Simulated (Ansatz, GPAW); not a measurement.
## A script for Li2O (GLLB-SC)

These are simulated results from GPAW 26.7.0, not measurements. The cell began as a measured structure and was relaxed with r2SCAN in plane waves (Ansatz 0.2.0). All runs are without spin polarisation.

The symmetry is Fm-3m (No. 225, cubic); a = 4.573 Å in the conventional setting, 7.97 Å³ an atom. Li has 4 O at 1.98 Å; O has 8 Li at 1.98 Å.

GLLB-SC is a model potential. Its fundamental gap is the Kohn-Sham gap plus a derivative discontinuity, which the script evaluates at the band edges among the listed k points. Its total energy isn't variational and serves nothing here.

run.py reads:

```python
import json
from ase import Atoms
from gpaw import GPAW, PW, FermiDirac

atoms = Atoms(['Li', 'Li', 'O'],
              cell=[[-0.0, 2.286369, 2.286369], [2.286369, -0.0, 2.286369], [2.286369, 2.286369, -0.0]],
              scaled_positions=[[0.25, 0.25, 0.25], [0.75, 0.75, 0.75], [-0.0, 0.0, -0.0]],
              pbc=True)
calc = GPAW(mode=PW(400), xc='GLLBSC', kpts={'size': (6, 6, 6), 'gamma': True},
            occupations=FermiDirac(0.02), maxiter=100, legacy_gpaw=True, txt='gpaw.txt')
atoms.calc = calc
res = {'energy': atoms.get_potential_energy(force_consistent=True)}
res['electrons'] = calc.get_number_of_electrons()
res['k'] = calc.get_ibz_k_points().tolist()
res['levels'] = [calc.get_eigenvalues(kpt=i).tolist() for i in range(len(res['k']))]
points = [[0.0, 0.0, 0.0], [0.5, 0.0, 0.5], [0.625, 0.25, 0.625], [0.375, 0.375, 0.75], [0.5, 0.5, 0.5], [0.5, 0.25, 0.75], [0.0, 0.5, 0.5]]
bands = calc.fixed_density(kpts=points, symmetry='off', nbands=round(res['electrons']) // 2 + 6, convergence={'bands': -2}, txt='bands.txt')
res['points'] = [bands.get_eigenvalues(kpt=i).tolist() for i in range(len(points))]
homo, lumo = bands.get_homo_lumo()
potential = calc.hamiltonian.xc.response.calculate_discontinuity_potential(homo, lumo)
res['discontinuity'] = bands.hamiltonian.xc.response.calculate_discontinuity(potential)
json.dump(res, open('results.json', 'w'))
print('free energy (eV):', round(res['energy'], 5))
```

Command: `python run.py`. It took 3.6 s on 1 thread of Arm Neoverse V2 (shared host), peak memory 0.13 GiB.

The log gpaw.txt, trimmed of paths, versions and times, then the last line on the terminal. An iter line gives the energy in eV and the logarithms of the changes of orbitals (plane waves alone) and density (c: converged):

```
___ ___ ___ _ _ _
 |   |   |_  | | | |

 | | | | | . | | | |

 |__ |  _|___|_____|  26.7.0
 |___|_|

Input parameters:
  kpts: {gamma: True,
         size: (6, 6, 6)}
  maxiter: 100
  mode: {ecut: 400.0,
         name: pw}
  occupations: {fixmagmom: False,
                name: fermi-dirac,
                width: 0.02}
  xc: GLLBSC

System changes: positions, numbers, cell, pbc, initial_charges, initial_magmoms

Initialize ...

species:
  Li:
    name:    Lithium
    Z:       3.0
    valence: 1
    core:    2
    charge:  0.0  # [|e|]
    compensation charges:
      type: gauss
      rc: 0.33  # [Å]
      lmax: 2
    cutoffs:
      filter: 1.91  # [Å]
      core: 2.55  # [Å]
    projectors
    | kind |    occ | energy [eV] | rcut [Å] |

    |------|--------|-------------|----------|

    |   2s |  1.000 |      -4.279 |    1.058 |

    |   2p |  0.000 |      -2.495 |    1.058 |

    |    s |        |      22.932 |    1.058 |

    Using partial waves for Li as LCAO basis

  O:
    name:    Oxygen
    Z:       8.0
    valence: 6
    core:    2
    charge:  0.0  # [|e|]
    compensation charges:
      type: gauss
      rc: 0.21  # [Å]
      lmax: 2
    cutoffs:
      filter: 1.17  # [Å]
      core: 0.83  # [Å]
    projectors
    | kind |    occ | energy [eV] | rcut [Å] |

    |------|--------|-------------|----------|

    |   2s |  2.000 |     -28.986 |    0.688 |

    |   2p |  4.000 |     -13.358 |    0.598 |

    |    s |        |      -1.774 |    0.688 |

    |    p |        |      13.853 |    0.598 |

    |    d |        |       0.000 |    0.619 |

    Using partial waves for O as LCAO basis

Reference energy: -2435.201033  # eV

Spin-paired calculation

Convergence criteria:
 Maximum [total energy] change in last 3 cyles: 0.0005 eV / valence electron
 Maximum integral of absolute [dens]ity change: 0.0001 electrons / valence electron
 Maximum integral of absolute [eigenst]ate change: 4e-08 eV^2 / valence electron
 Maximum number of scf [iter]ations: 100
 (Square brackets indicate name in SCF output, whereas a 'c' in
 the SCF output indicates the quantity has converged.)

Symmetries present (total): 48

  ( 1  0  0)  ( 1  0  0)  ( 1  0  0)  ( 1  0  0)  ( 1  0 -1)  ( 1  0 -1)
  ( 1  0 -1)  ( 1 -1  0)  ( 0  1  0)  ( 0  0  1)  ( 1  0  0)  ( 1 -1  0)
  ( 1 -1  0)  ( 1  0 -1)  ( 0  0  1)  ( 0  1  0)  ( 1 -1  0)  ( 1  0  0)

  ( 1  0 -1)  ( 1  0 -1)  ( 1 -1  0)  ( 1 -1  0)  ( 1 -1  0)  ( 1 -1  0)
  ( 0  1 -1)  ( 0  0 -1)  ( 1  0  0)  ( 1  0 -1)  ( 0 -1  1)  ( 0 -1  0)
  ( 0  0 -1)  ( 0  1 -1)  ( 1  0 -1)  ( 1  0  0)  ( 0 -1  0)  ( 0 -1  1)

  ( 0  1  0)  ( 0  1  0)  ( 0  1  0)  ( 0  1  0)  ( 0  1 -1)  ( 0  1 -1)
  ( 1  0  0)  ( 0  1 -1)  ( 0  0  1)  (-1  1  0)  ( 1  0 -1)  ( 0  1  0)
  ( 0  0  1)  (-1  1  0)  ( 1  0  0)  ( 0  1 -1)  ( 0  0 -1)  (-1  1  0)

  ( 0  1 -1)  ( 0  1 -1)  ( 0  0  1)  ( 0  0  1)  ( 0  0  1)  ( 0  0  1)
  ( 0  0 -1)  (-1  1  0)  ( 1  0  0)  ( 0  1  0)  ( 0 -1  1)  (-1  0  1)
  ( 1  0 -1)  ( 0  1  0)  ( 0  1  0)  ( 1  0  0)  (-1  0  1)  ( 0 -1  1)

  ( 0  0 -1)  ( 0  0 -1)  ( 0  0 -1)  ( 0  0 -1)  ( 0 -1  1)  ( 0 -1  1)
  ( 1  0 -1)  ( 0  1 -1)  ( 0 -1  0)  (-1  0  0)  ( 1 -1  0)  ( 0  0  1)
[... 2 lines left out ...]
  ( 0 -1  1)  ( 0 -1  1)  ( 0 -1  0)  ( 0 -1  0)  ( 0 -1  0)  ( 0 -1  0)
  ( 0 -1  0)  (-1  0  1)  ( 1 -1  0)  ( 0  0 -1)  ( 0 -1  1)  (-1  0  0)
  ( 1 -1  0)  ( 0  0  1)  ( 0 -1  1)  (-1  0  0)  ( 1 -1  0)  ( 0  0 -1)

  (-1  1  0)  (-1  1  0)  (-1  1  0)  (-1  1  0)  (-1  0  1)  (-1  0  1)
  ( 0  1  0)  ( 0  1 -1)  (-1  0  1)  (-1  0  0)  ( 0  0  1)  ( 0 -1  1)
  ( 0  1 -1)  ( 0  1  0)  (-1  0  0)  (-1  0  1)  ( 0 -1  1)  ( 0  0  1)

  (-1  0  1)  (-1  0  1)  (-1  0  0)  (-1  0  0)  (-1  0  0)  (-1  0  0)
  (-1  1  0)  (-1  0  0)  ( 0  0 -1)  ( 0 -1  0)  (-1  1  0)  (-1  0  1)
  (-1  0  0)  (-1  1  0)  ( 0 -1  0)  ( 0  0 -1)  (-1  0  1)  (-1  1  0)

216 k-points: 6 x 6 x 6 Monkhorst-Pack grid + [1/12,1/12,1/12]
16 k-points in the irreducible part of the Brillouin zone
       k-points in crystal coordinates                weights
   0:     0.00000000    0.00000000    0.00000000          1/216
   1:     0.16666667    0.16666667    0.00000000          6/216
   2:     0.16666667    0.16666667    0.16666667          8/216
   3:     0.33333333    0.16666667    0.16666667         12/216
   4:     0.33333333    0.33333333   -0.33333333         12/216
   5:     0.33333333    0.33333333    0.00000000          6/216
   6:     0.33333333    0.33333333    0.16666667         24/216
   7:     0.33333333    0.33333333    0.33333333          8/216
   8:     0.50000000    0.33333333   -0.33333333         24/216
   9:     0.50000000    0.33333333   -0.16666667         12/216
          ...
  15:     0.50000000    0.50000000    0.50000000          4/216

Wave functions: Plane wave expansion
  Cutoff energy: 400.000 eV
  Number of coefficients (min, max): 411, 444
  Pulay-stress correction: 0.000000 eV/Ang^3 (de/decut=0.000000)
  Using FFTW library
  ScaLapack parameters: grid=1x1, blocksize=None
  Wavefunction extrapolation:
    Improved wavefunction reuse through dual PAW basis

Occupation numbers: Fermi-Dirac:
  width: 0.0200  # eV

Eigensolver
   Davidson(niter=2)

Densities:
  Coarse grid: 15*15*15 grid
  Fine grid: 30*30*30 grid
  Total Charge: 0.000000

Density mixing:
  Method: separate
  Backend: msr1
  Linear mixing parameter: 0.05
  old densities: 10
  Width of damping distribution: 1.1
  Damping of long wavelength oscillations: 20

Hamiltonian:
  XC and Coulomb potentials evaluated on a 30*30*30 grid
  Using the GLLBSC Exchange-Correlation functional
  External potential:
    NoExternalPotential

XC parameters: GLLBSC functional being used consists of
  -----------------------------------------------------------------------
  | Weight | Module     | Description                                   |

  -----------------------------------------------------------------------
  |  1.000 | SCREENING  | GGA_X_PBE_SOL with 2 nearest neighbor stencil |

  |  1.000 | RESPONSE   | eps=0.0500 eV                                 |

  |  1.000 | XC         | GGA_C_PBE_SOL with 2 nearest neighbor stencil |

  -----------------------------------------------------------------------

Memory estimate:
  Process memory now: 108.78 MiB
  Calculator: 4.48 MiB
    Density: 1.76 MiB
      Arrays: 0.67 MiB
      Localized functions: 0.58 MiB
      Mixer: 0.51 MiB
    Hamiltonian: 0.45 MiB
      Arrays: 0.44 MiB
      XC: 0.00 MiB
      Poisson: 0.00 MiB
      vbar: 0.01 MiB
    Wavefunctions: 2.27 MiB
      Arrays psit_nG: 0.98 MiB
      Eigensolver: 0.11 MiB
      Projections: 0.05 MiB
      Projectors: 0.90 MiB
      PW-descriptor: 0.24 MiB

Total number of cores used: 1

Number of atoms: 3
Number of atomic orbitals: 12
Number of bands in calculation: 9
Number of valence electrons: 8
Bands to converge: occupied

... initialized

Initializing position-dependent things.

Density initialized from atomic densities
Creating initial wave functions:
  9 bands from LCAO basis set
Positions:
   0 Li     1.143185    1.143185    1.143185    ( 0.0000,  0.0000,  0.0000)
   1 Li     3.429553    3.429553    3.429553    ( 0.0000,  0.0000,  0.0000)
   2 O      0.000000    0.000000    0.000000    ( 0.0000,  0.0000,  0.0000)

Unit cell:
           periodic     x           y           z      points  spacing
  1. axis:    yes   -0.000000    2.286369    2.286369    15     0.1760
  2. axis:    yes    2.286369   -0.000000    2.286369    15     0.1760
  3. axis:    yes    2.286369    2.286369   -0.000000    15     0.1760

  Lengths:   3.233414   3.233414   3.233414
  Angles:   60.000000  60.000000  60.000000

Effective grid spacing dv^(1/3) = 0.1920

iter:   1   -11.561224
iter:   2   -13.960375   -1.64  -0.67
iter:   3   -12.566289   -1.36  -0.72
iter:   4   -12.478622   -2.04  -1.07
iter:   5   -12.589610   -2.31  -1.41
iter:   6   -12.534555   -3.49  -1.97
iter:   7   -12.534643   -3.79  -2.64
iter:   8   -12.553759   -4.67  -2.57
iter:   9   -12.556215   -5.83  -3.16
iter:  10   -12.556907c  -7.34  -3.49
iter:  11   -12.558532c  -6.57  -3.54
iter:  12   -12.558605c  -7.74c -4.91c

Converged after 12 iterations.

Energy contributions relative to reference atoms: (reference = -2435.201033)

Kinetic:        +15.599841
Potential:       -9.926105
External:        +0.000000
XC:             -18.004537
Entropy (-ST):   -0.000000
Local:           -0.227804
SIC:             +0.000000
--------------------------
Free energy:    -12.558605
Extrapolated:   -12.558605

GLLBSC response reference energy: -1.17479 eV (from HOMO)

Showing only first 2 kpts
 Kpt  Band  Eigenvalues  Occupancy
  0     2     -1.17558    2.00000
  0     3     -1.17558    2.00000
  0     4      5.09472    0.00000
  0     5     13.01680    0.00000

  1     2     -1.58394    2.00000
  1     3     -1.58340    2.00000
  1     4      5.82219    0.00000
  1     5     13.18829    0.00000

Fermi level: -0.46622

Gap: 6.270 eV
Transition (v -> c):
  (s=0, k=0, n=3, [0.00, 0.00, 0.00]) -> (s=0, k=0, n=4, [0.00, 0.00, 0.00])
No difference between direct/indirect transitions

free energy (eV): -12.5586
```

The gap in the log is over the mesh alone; results.json adds the listed points. GLLB-SC gives a gap of 8.97 eV (6.270 eV Kohn-Sham over the listed points plus 2.700 eV discontinuity). On the same cell, plane-wave PBE (Ansatz, 10×10×10 k points and the special points) gives a gap of 5.05 eV and r2SCAN a gap of 5.77 eV; on shared hosts these took about 1.2 and 2.6 core-seconds on the 3-atom cell, against 3.6 for the script. Semilocal gaps usually lie below measured ones.
